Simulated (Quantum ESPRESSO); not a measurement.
Pt:

```
Pt
1.0
     0.00000   -3.16844    0.00000
    -3.16844    0.00000    0.00000
     0.00000    0.00000   -3.16844
Pt
2
Cartesian
  -1.5614 -1.6014 -1.6386
  -0.0228 -3.1512 -3.1141
```

This isn't the form of Pt at room conditions, which is fcc.

Base run:

| Property | Result |
| --- | --- |
| Program | Quantum ESPRESSO 7.5 |
| Functional | PBE |
| Potentials or basis | SSSP 1.3 efficiency PBE |
| Cutoff | 748 eV |
| Density cutoff | 5987 eV |
| k mesh | 8 × 8 × 8 |
| Occupations | fermi-dirac, width 0.05 eV |
| Spin | no spin polarisation |

Its results: band gap on the k mesh none (metal or under the smearing width); pressure 0.0 GPa; largest force 0.795 eV/Å.

The run is repeated on the same cell with these changes: functional from PBE to vdW-DF-cx; potentials or basis from SSSP 1.3 efficiency PBE to GBRV 1.5 PBE; cutoff from 748 eV to 612 eV; density cutoff from 5987 eV to 4898 eV. What comes out?

Band gap on the k mesh none (metal or under the smearing width); pressure -8.9 GPa; largest force 0.764 eV/Å.

Caveats: the potentials were made for another functional, which shifts forces and pressure (some runs).
